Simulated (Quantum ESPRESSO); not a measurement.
# 2H-WSe2, 1 layer, rectangular cell, stepped through strain along the second axis, part 3 of 7

Wanted: a table for 2H-WSe2, 1 layer, rectangular cell against strain along the second axis, and what can be fitted to it.

Quantum ESPRESSO 7.5; plane-wave DFT, PBE, GBRV ultrasoft pseudopotentials.

So far. Step 2 (Variable-cell relaxation of the reference):  The last row is no step: it is a fresh SCF in the final cell with a new plane-wave basis, +0 meV from the row before. Step 3 (Relaxation with pw.x, -4 %): The relaxation lowers the energy by 5 meV an atom.

## Step 4: Self-consistent run, -4 %

The self-consistent run of this member.

Contents of m0.scf.in:

```
&control
  prefix = 'm0.scf'
  outdir = './out'
  pseudo_dir = './pseudo'
  calculation = 'scf'
  tprnfor = .true.
/
&system
  ibrav = 0
  nat = 6
  ntyp = 2
  ecutwfc = 40
  ecutrho = 200
  occupations = 'smearing'
  smearing = 'fd'
  degauss = 0.002
  nbnd = 30
/
&electrons
  conv_thr = 1e-09
  mixing_beta = 0.4
  electron_maxstep = 120
  mixing_mode = 'plain'
/
ATOMIC_SPECIES
  Se  78.9710  se_pbe_v1.uspp.F.UPF
  W   183.8400  w_pbe_v1.2.uspp.F.UPF
CELL_PARAMETERS angstrom
  3.31811722800000 0.00000000000000 0.00000000000000
  0.00000000000000 5.51729124576000 0.00000000000000
  0.00000000000000 0.00000000000000 18.74034793400000
ATOMIC_POSITIONS crystal
  Se  0.999999999900 0.334329577200 0.409002678200
  Se  0.500000000000 0.834329582700 0.409002644100
  W   0.000000000000 -0.001992581900 0.500000000000
  W   0.500000000000 0.498007595500 0.500000000000
  Se  0.999999999900 0.334329577200 0.590997321800
  Se  0.500000000000 0.834329582700 0.590997355900
K_POINTS automatic
  10 6 1 0 0 0
```

Command:

```console
$ OMP_NUM_THREADS=1 mpirun -n 4 pw.x -nk 4 -in m0.scf.in > m0.scf.out
```

What it wrote:

```text
[banner, memory and clock lines left out]
Program PWSCF v.7.5 starts
[citation notice left out]

[...]
Message from routine setup:
[...]
bravais-lattice index     =            0
     lattice parameter (alat)  =       6.2703  a.u.
     unit-cell volume          =    2315.2180 (a.u.)^3
     number of atoms/cell      =            6
     number of atomic types    =            2
     number of electrons       =        52.00
     number of Kohn-Sham states=           30
     kinetic-energy cutoff     =      40.0000  Ry
     charge density cutoff     =     200.0000  Ry
     scf convergence threshold =      1.0E-09
     mixing beta               =       0.4000
     number of iterations used =            8  plain     mixing
     Exchange-correlation= SLA  PW   PBE  PBE
                           (   1   4   3   4   0   0   0)

[...]
PseudoPot. # 1 for Se read from file:
     ./pseudo/se_pbe_v1.uspp.F.UPF
     Pseudo is Ultrasoft + core correction, Zval =  6.0
     Generated by new atomic code, or converted to UPF format
     Using radial grid of  877 points,  6 beta functions with:
                l(1) =   0
                l(2) =   0
                l(3) =   1
                l(4) =   1
                l(5) =   2
                l(6) =   2
     Q(r) pseudized with  8 coefficients,  rinner =    1.300   1.300   1.300
                                                       1.300   1.300

     PseudoPot. # 2 for W  read from file:
     ./pseudo/w_pbe_v1.2.uspp.F.UPF
     Pseudo is Ultrasoft + core correction, Zval = 14.0
     Generated by new atomic code, or converted to UPF format
     Using radial grid of  923 points,  8 beta functions with:
                l(1) =   0
                l(2) =   0
                l(3) =   0
                l(4) =   1
                l(5) =   1
                l(6) =   2
                l(7) =   2
                l(8) =   3
     Q(r) pseudized with  6 coefficients,  rinner =    1.350   1.350   1.350
                                                       1.350   1.350   1.350
                                                       1.350

     atomic species   valence    mass     pseudopotential
     Se                6.00    78.97100     Se( 1.00)
     W                14.00   183.84000     W ( 1.00)

      4 Sym. Ops. (no inversion) found

[...]
number of k points=    24  Fermi-Dirac smearing, width (Ry)=  0.0020
[...]
Dense  grid:   110605 G-vectors     FFT dimensions: (  30,  48, 160)

     Smooth grid:    79163 G-vectors     FFT dimensions: (  25,  45, 144)

     Initial potential from superposition of free atoms

     starting charge      51.7990, renormalised to      52.0000

     negative rho (up, down):  1.337E-01 0.000E+00
     Starting wfcs are   42 randomized atomic wfcs

     per-process dynamical memory:   116.5 Mb

     Self-consistent Calculation

     iteration #  1     ecut=    40.00 Ry     beta= 0.40
     Davidson diagonalization with overlap
     ethr =  1.00E-02,  avg # of iterations =  2.0

     Threshold (ethr) on eigenvalues was too large:
     Diagonalizing with lowered threshold

     Davidson diagonalization with overlap
     ethr =  2.80E-04,  avg # of iterations =  2.0

     negative rho (up, down):  1.360E-01 0.000E+00

     total energy              =    -492.89314103 Ry
     estimated scf accuracy    <       0.17639805 Ry

     iteration #  2     ecut=    40.00 Ry     beta= 0.40
[...]
negative rho (up, down):  1.370E-01 0.000E+00

[...]
total energy              =    -492.90472842 Ry
     estimated scf accuracy    <       0.07040237 Ry

     iteration #  3     ecut=    40.00 Ry     beta= 0.40
[...]
negative rho (up, down):  1.389E-01 0.000E+00

[...]
total energy              =    -492.91665715 Ry
     estimated scf accuracy    <       0.02276742 Ry

     iteration #  4     ecut=    40.00 Ry     beta= 0.40
[...]
negative rho (up, down):  1.402E-01 0.000E+00

[...]
total energy              =    -492.91891781 Ry
     estimated scf accuracy    <       0.00151998 Ry

     iteration #  5     ecut=    40.00 Ry     beta= 0.40
[...]
negative rho (up, down):  1.403E-01 0.000E+00

[...]
total energy              =    -492.91910599 Ry
     estimated scf accuracy    <       0.00092578 Ry

     iteration #  6     ecut=    40.00 Ry     beta= 0.40
[...]
negative rho (up, down):  1.403E-01 0.000E+00

[...]
total energy              =    -492.91924909 Ry
     estimated scf accuracy    <       0.00001402 Ry

[...]
iteration # 11     ecut=    40.00 Ry     beta= 0.40
[...]
negative rho (up, down):  1.402E-01 0.000E+00

[...]
total energy              =    -492.91929658 Ry
     estimated scf accuracy    <       0.00000012 Ry

     iteration # 12     ecut=    40.00 Ry     beta= 0.40
[...]
negative rho (up, down):  1.402E-01 0.000E+00

[...]
total energy              =    -492.91929663 Ry
     estimated scf accuracy    <       0.00000004 Ry

     iteration # 13     ecut=    40.00 Ry     beta= 0.40
[...]
negative rho (up, down):  1.402E-01 0.000E+00

[...]
total energy              =    -492.91929663 Ry
     estimated scf accuracy    <          4.3E-09 Ry

     iteration # 14     ecut=    40.00 Ry     beta= 0.40
[...]
negative rho (up, down):  1.402E-01 0.000E+00

[...]
End of self-consistent calculation

          k = 0.0000 0.0000 0.0000 (  9923 PWs)   bands (ev):

   -73.4302 -73.4163 -37.7663 -37.6939 -37.6396 -37.6256 -37.5511 -37.4860
   -14.3012 -13.1006 -12.0604 -11.8862  -5.7976  -5.7539  -4.7157  -3.6100
    -2.6118  -1.8271  -1.8182  -1.6159  -1.3464  -0.5931  -0.4864  -0.3256
    -0.2880   0.0144   3.2862   3.4345   3.5717   3.5823

          k = 0.0000 0.1002 0.0000 (  9927 PWs)   bands (ev):

   -73.4293 -73.4173 -37.7479 -37.6903 -37.6432 -37.6206 -37.5561 -37.5054
   -14.1866 -13.0369 -12.2720 -11.9937  -5.6053  -5.5113  -4.4676  -3.6284
    -2.5155  -1.9849  -1.7126  -1.7072  -1.5838  -0.8004  -0.5274  -0.5001
    -0.3344   0.0181   3.1249   3.1323   3.4311   3.4814

[...]
the Fermi energy is     1.3774 ev

!    total energy              =    -492.91929663 Ry
     estimated scf accuracy    <          5.1E-10 Ry
     smearing contrib. (-TS)   =      -0.00000000 Ry
     internal energy E=F+TS    =    -492.91929663 Ry

     The total energy is F=E-TS. E is the sum of the following terms:
     one-electron contribution =   -1857.19098993 Ry
     hartree contribution      =     930.57984340 Ry
     xc contribution           =    -201.50448728 Ry
     ewald contribution        =     635.19633718 Ry

     convergence has been achieved in  14 iterations

     negative rho (up, down):  1.402E-01 0.000E+00

     Forces acting on atoms (cartesian axes, Ry/au):

     atom    1 type  1   force =     0.00000000   -0.00001150   -0.00012791
     atom    2 type  1   force =     0.00000000   -0.00001121   -0.00012783
     atom    3 type  2   force =     0.00000000    0.00002341    0.00000000
     atom    4 type  2   force =     0.00000000    0.00002202    0.00000000
     atom    5 type  1   force =     0.00000000   -0.00001150    0.00012791
     atom    6 type  1   force =     0.00000000   -0.00001121    0.00012783

     Total force =     0.000259     Total SCF correction =     0.000051
     SCF correction compared to forces is large: reduce conv_thr to get better values

[...]
```

Run time: 66 s. Hardware: 4 MPI ranks of Arm Neoverse V1, shared host; peak memory 1.2 GiB; 4.4 min of CPU time.

Read from the output:

| Item | Value |
| --- | --- |
| free energy | -6706.5087 eV |
| Fermi energy | 1.377 eV |
| valence top, on the run's zero | 0.5688 eV |
| conduction bottom, on the run's zero | 2.174 eV |
| gap by band count | 1.605 eV |

## Step 5: Potential by pp.x, -4 %

plot_num = 11 writes the bare and Hartree potential, from which vacuum levels or, in a crystal, the mean potential are read.

Contents of m0.pot.in:

```
&inputpp
  prefix = 'm0.scf'
  outdir = './out'
  filplot = 'm0.pot.dat'
  plot_num = 11
/
```

Command:

```console
$ OMP_NUM_THREADS=1 mpirun -n 4 pp.x -in m0.pot.in > m0.pot.out
```

What it wrote:

```text
[banner, memory and clock lines left out]
Program POST-PROC v.7.5 starts

          URL

     ./out/m0.scf.save/

     IMPORTANT: XC functional enforced from input :
     Exchange-correlation= PBE
                           (   1   4   3   4   0   0   0)
     Any further DFT definition will be discarded
     Please, verify this is what you really want

     negative rho (up, down):  1.402E-01 0.000E+00

     Calling punch_plot, plot_num =  11
     Writing data to file  m0.pot.dat
     Message from routine chdens:
     namelist plot not found or invalid, exiting
```

It took 1.3 s on 4 MPI ranks; peak memory 0.2 GiB; 4.9 s of CPU time.

Read from the output:

| Property | Result |
| --- | --- |
| slope of the potential above | 1.00e-4 eV/Å |
| upper vacuum line continued to the top atoms, over the valence top | 5.033 eV |
| slope of the potential below | -8.07e-5 eV/Å |
| lower vacuum line continued to the bottom atoms, over the valence top | 5.033 eV |
| vacuum level at the upper face over the valence top of the mesh | 5.033 eV |
| vacuum level at the lower face over the valence top of the mesh | 5.033 eV |

Electrostatic potential energy of an electron; zero at the highest filled level of the SCF mesh. The potential energy, planar mean by z:

```
z (Å)  potential energy, planar mean (eV)
  0.0                                5.03
  0.5                                5.03
  1.0                                5.03
  1.5                                5.03
  2.0                                5.03
  2.5                                5.03
  3.0                                5.03
  3.5                                5.03
  4.0                                5.03
  4.5                                5.03
  5.0                                5.01
  5.5                                4.95
  6.0                                4.65
  6.5                                3.32
  7.0                               -2.61
  7.5                               -15.4
  8.0                               -12.7
  8.5                               -5.40
  9.0                               -9.70
  9.5                               -11.3
 10.0                               -7.04
 10.5                               -7.50
 11.0                               -16.6
 11.5                               -9.14
 12.0                                1.51
 12.5                                4.25
 13.0                                4.86
 13.5                                4.99
 14.0                                5.02
 14.5                                5.03
 15.0                                5.03
 15.5                                5.03
 16.0                                5.03
 16.5                                5.03
 17.0                                5.03
 17.5                                5.03
 18.0                                5.03
 18.5                                5.03
```

[end of part 3 of 7]

[Logs are printed without paths, hosts, clocks, repeated set-up lines and the standing remarks that a program may print on its own settings, such as how far it seeks lower states.]

[Hosts, paths, dates, database ids (printed as entryN), source tags and the programs' standing remarks are cut or masked in the printed files.]

[Maps of the electrostatic potential energy from Ansatz leave out the sawtooth potential of an applied field or a dipole correction, so their vacuum need not be flat; planar profiles and work functions include it.]
